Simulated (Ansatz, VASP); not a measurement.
## Two plane-wave programs on Rb

File INCAR:

```
SYSTEM = Rb
PREC = Accurate
ENCUT = 520
EDIFF = 1E-7
ISMEAR = -1
SIGMA = 0.05
LREAL = .FALSE.
LASPH = .TRUE.
NELM = 60
ALGO = Normal
ISIF = 2
LWAVE = .FALSE.
LCHARG = .FALSE.
GGA = PE
NBANDS = 10
```

The input KPOINTS:

```
Automatic mesh
0
G
  7 7 7
  0 0 0
```

The input POSCAR:

```
Rb
1.0
   -2.8941987776      2.8941987776      2.6750980186
    2.8941987776     -2.8941987776      2.6750980186
    2.8941987776      2.8941987776     -2.6750980186
Rb
1
Direct
    0.0000000000      0.0000000000      0.0000000000
```

input.yaml

```yaml
crystal:
  lattice:
    - [-2.8941987776, 2.8941987776, 2.6750980186]
    - [2.8941987776, -2.8941987776, 2.6750980186]
    - [2.8941987776, 2.8941987776, -2.6750980186]
  atoms:
    - { symbol: Rb, position: [0.0, 0.0, 0.0] }
hamiltonian:
  xc: pbe
  pseudopotentials: { kind: paw }
kpoints:
  mp_grid: { grid: [7, 7, 7] }
scf:
  occupations: { method: fermi_dirac, width: 0.05 }
output:
  forces: true
  stress: true
  eigenvalues: true
```

Change from the starting cell: volume scaled by 0.94.

Alike in both runs: task single point; functional PBE; k mesh 7 × 7 × 7; occupations fermi-dirac, width 0.05 eV; no spin polarisation.

|  | VASP | Ansatz |
| --- | --- | --- |
| version | VASP 6.6.1 | Ansatz 0.2.0 |
| potentials or method | VASP PAW PBE potentials, release 64 (Rb_sv) | Ansatz PAW |
| plane-wave cutoff (eV) | 520 | 420 |
| valence electrons in the cell | 9 | 9 |

```csv
,VASP,Ansatz,Ansatz less VASP
gap on the k mesh at the Fermi level (eV),none,none,-
pressure (GPa),0.0,0.0,0.00
```

A gap of «none» marks a metal or a gap that the smearing closes.
